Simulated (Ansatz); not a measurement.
**SnSe: pressure against volume**

A database entry relaxed whole under r2SCAN (Fm-3m):

```
CELL_PARAMETERS angstrom
0.00000 3.00764 3.00764
3.00764 0.00000 3.00764
3.00764 3.00764 0.00000
ATOMIC_POSITIONS crystal
Sn 0.00000 0.00000 0.00000
Se 0.50000 0.50000 0.50000
```

The cell was scaled uniformly, its shape held, and the atoms relaxed at each volume with plane-wave PAW DFT (Ansatz 0.2.0; r2SCAN, 500 eV, 8×8×8 Γ-centred mesh, fermi-dirac occupations of width 0.020 eV; no spin, no spin-orbit coupling). One row is withheld.

| volume (Å³/atom) | energy over the lowest (meV/atom) | pressure (GPa) |
| --- | --- | --- |
| 25.574 | 18.2 | 3.77 |
| 26.119 | 7.8 | 2.38 |
| 26.663 | 1.9 | 1.13 |
| 27.207 | 0.0 | 0.00 |
| 27.751 | 1.8 | -1.01 |
| 28.295 | ? | ? |
| 28.839 | 14.7 | -2.75 |

Fit the pressures of the other rows to the third-order Birch-Murnaghan form.

With f = [(V₀/V)^(2/3) − 1]/2 and P = 3B₀f(1 + 2f)^(5/2)[1 + 3(B₀′ − 4)f/2], least squares gives V₀ = 27.21 Å³ an atom, B₀ = 53.4 GPa and B₀′ = 4.3; the rows miss the fit by less than 0.01 GPa. The slope of the energies differs from these pressures by less than 0.05 GPa.

What does the withheld row hold?

The fit gives -1.92 GPa at 28.295 Å³; the run gave -1.93 GPa and 6.8 meV an atom.

Caveats: the shape of the cell was held; 0 K, fixed nuclei; the symmetry was kept, and this need not be the phase that is stable at 0 K; one mesh for all volumes; pressure is positive in compression.
